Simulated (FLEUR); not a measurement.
TiTe2 in FLEUR: convergence with k mesh

Input of the first run (k mesh 2 × 2 × 1); the others differ in this setting and in those tied to it:

File inp.xml:

```xml
<?xml version="1.0" encoding="UTF-8" standalone="no"?>
<fleurInput fleurInputVersion="0.39">
   <comment>
      TiTe2                                                                                               
   </comment>
   <calculationSetup>
      <cutoffs Kmax="4.21" Gmax="13.0" GmaxXC="13.0" numbands="0"/>
      <scfLoop itmax="60" minDistance="0.00001" maxIterBroyd="15" imix="Anderson" alpha="0.05" precondParam="0.0" spinf="2.0" sdNocoIR="T"/>
      <coreElectrons ctail="T" frcor="F" kcrel="0" coretail_lmax="0"/>
      <xcFunctional name="vwn" relativisticCorrections="F"/>
      <magnetism jspins="1"/>
      <soc l_soc="F" theta="0.0" phi="0.0" spav="F"/>
      <expertModes spex="0" secvar="F"/>
      <geometryOptimization l_f="T" forcealpha="1.0" forcemix="BFGS" epsdisp="0.0005" epsforce="0.0002"/>
      <ldaU l_linMix="F" mixParam="0.05" spinf="1.0"/>
   </calculationSetup>
   <cell>
      <bzIntegration valenceElectrons="56.0" mode="hist" fermiSmearingEnergy="0.00183747">
         <kPointListSelection listName="default-1"/>
         <!-- k-points included here -->
         <xi:include xmlns:xi="http://www.w3.org/2001/XInclude" href="kpts.xml"> </xi:include>
      </bzIntegration>
      <!-- symmetry operations included here -->
      <xi:include xmlns:xi="http://www.w3.org/2001/XInclude" href="sym.xml"> </xi:include>
      <bulkLattice scale="1.0">
         <bravaisMatrix>
            <row-1>    7.1374955726142000     0.0000000000000000     0.0000000000000000</row-1>
            <row-2>   -3.5687477863071000     6.1812524852945243     0.0000000000000000</row-2>
            <row-3>    0.0000000000000000     0.0000000000000000    12.2794403576507989</row-3>
         </bravaisMatrix>
      </bulkLattice>
   </cell>
   <atomSpecies>
      <species name="Tellurium (Te)" element="Te" atomicNumber="52">
         <mtSphere radius="2.47" gridPoints="823" logIncrement="0.016"/>
         <atomicCutoffs lmax="10" lnonsphr="10"/>
         <electronConfig flipSpins="F">
            <coreConfig>(1s1/2) (2s1/2) (2p1/2) (2p3/2) (3s1/2) (3p1/2) (3p3/2) (4s1/2) (3d3/2) (3d5/2)</coreConfig>
            <valenceConfig>(4p1/2) (4p3/2) (5s1/2) (4d3/2) (4d5/2) (5p1/2) (5p3/2)</valenceConfig>
            <stateOccupation state="(5p1/2)" spinUp="0.666667" spinDown="0.666667"/>
            <stateOccupation state="(5p3/2)" spinUp="1.333333" spinDown="1.333333"/>
         </electronConfig>
         <energyParameters s="5" p="5" d="5" f="4"/>
         <lo type="SCLO" l="1" n="4" eDeriv="0"/>
         <lo type="SCLO" l="1" n="4" eDeriv="1"/>
         <lo type="SCLO" l="2" n="4" eDeriv="0"/>
         <lo type="SCLO" l="2" n="4" eDeriv="1"/>
         <lo type="SCLO" l="0" n="5" eDeriv="2"/>
         <lo type="SCLO" l="3" n="4" eDeriv="2"/>
      </species>
      <species name="Titanium (Ti)" element="Ti" atomicNumber="22">
         <mtSphere radius="2.33" gridPoints="777" logIncrement="0.015"/>
         <atomicCutoffs lmax="9" lnonsphr="9"/>
         <electronConfig flipSpins="F">
            <coreConfig>(1s1/2) (2s1/2) (2p1/2) (2p3/2)</coreConfig>
            <valenceConfig>(3s1/2) (3p1/2) (3p3/2) (4s1/2) (3d3/2) (3d5/2)</valenceConfig>
            <stateOccupation state="(3d3/2)" spinUp="0.400000" spinDown="0.400000"/>
            <stateOccupation state="(3d5/2)" spinUp="0.600000" spinDown="0.600000"/>
         </electronConfig>
         <energyParameters s="4" p="4" d="3" f="4"/>
         <lo type="SCLO" l="0" n="3" eDeriv="0"/>
         <lo type="SCLO" l="1" n="3" eDeriv="0"/>
         <lo type="SCLO" l="1" n="3" eDeriv="1"/>
         <lo type="SCLO" l="2" n="3" eDeriv="2"/>
         <lo type="SCLO" l="3" n="4" eDeriv="2"/>
      </species>
   </atomSpecies>
   <atomGroups>
      <atomGroup species="Tellurium (Te)">
         <relPos label="                   1">1.000/3.000 -1.000/3.000 -.2628000000</relPos>
         <relPos label="                   2">-1.000/3.000 1.000/3.000 .2628000000</relPos>
         <force calculate="T" relaxXYZ="TTT"/>
      </atomGroup>
      <atomGroup species="Titanium (Ti)">
         <relPos label="                   3">.0000000000 .0000000000 .0000000000</relPos>
         <force calculate="T" relaxXYZ="TTT"/>
      </atomGroup>
   </atomGroups>
   <output dos="F" band="F" slice="F">
      <checks vchk="F" cdinf="F"/>
      <bandDOS minEnergy="-.5*Htr" maxEnergy="0.5*Htr" sigma="0.015" storeEVData="T"/>
      <vacuumDOS vacdos="F" integ="F" star="F" nstars="0" locx1="0.0" locy1="0.0" locx2="0.0" locy2="0.0" nstm="0" tworkf="0.0"/>
      <unfoldingBand unfoldBand="F" supercellX="1" supercellY="1" supercellZ="1"/>
      <plotting iplot="0" polar="F">
         <plot TwoD="T" vec1="  1.0  0.0  0.0" vec2="  0.0  1.0  0.0" vec3="  0.0  0.0  1.0" zero="  0.0  0.0  0.0" file="plot"/>
      </plotting>
      <chargeDensitySlicing numkpt="0" minEigenval="0.0" maxEigenval="0.0" nnne="0" pallst="F"/>
      <specialOutput eonly="F"/>
      <moessbauerParams electricFieldGradient="T" isomerShift="T" coreHyperfine="T" valenceHyperfine="T"/>
      <magneticCircularDichroism mcd="F" energyLo="-10.0" energyUp="0.0"/>
   </output>
  <!-- We include the file relax.xml here to enable relaxations (see documentation) -->
  <xi:include xmlns:xi="http://www.w3.org/2001/XInclude" href="relax.xml"> <xi:fallback/> </xi:include>
</fleurInput>
```

crystal.txt

```
TiTe2
&input cartesian=F /
3.7770000000  0.0000000000  0.0000000000
-1.8885000000  3.2709779501  0.0000000000
0.0000000000  0.0000000000  6.4980000000
1.8897261246
1.0 1.0 1.0

3
52 0.3333333333  0.6666666667  0.7372000000
52 0.6666666667  0.3333333333  0.2628000000
22 0.0000000000  0.0000000000  0.0000000000

&kpt div1=2 div2=2 div3=1 gamma=T /
```

Potentials or basis: all-electron, FLAPW.

Run with:

```console
$ inpgen -f crystal.txt -profile fastHighL
$ # inp.xml edited to the form shown
$ fleur_MPI
```

Hardware: 1 thread of Arm Neoverse V1 (shared host).

| k mesh | energy less the tightest run, at zero smearing (meV/atom) | largest force (eV/Å) | SCF cycles | CPU time (s) | peak memory (GiB) |
| --- | --- | --- | --- | --- | --- |
| 2 × 2 × 1 | 306.58 | 0.198 | 23 | 28 | 0.09 |
| 3 × 3 × 2 | 73.41 | 0.399 | 20 | 52 | 0.09 |
| 4 × 4 × 2 | 17.44 | 0.335 | 20 | 66 | 0.09 |
| 6 × 6 × 3 | 0.97 | 0.380 | 20 | 130 | 0.09 |
| 7 × 7 × 3 | -1.36 | 0.350 | 19 | 140 | 0.09 |
| 8 × 8 × 4 | -1.24 | 0.313 | 19 | 240 | 0.1 |
| 10 × 10 × 5 | -0.65 | 0.299 | 19 | 390 | 0.1 |
| 12 × 12 × 6 | 0.00 | 0.298 | 19 | 680 | 0.11 |

Against the tightest run, the energy stays within 1 meV/atom from 10 × 10 × 5 on; the largest force stays within 0.005 eV/Å from 10 × 10 × 5 on. Meshes of other sizes hit other points, so gaps and Fermi surfaces needn't settle smoothly. The tightest run that finished is the yardstick and may itself not be fully converged.

The run has no spin-orbit coupling, so splittings on Te are missing.
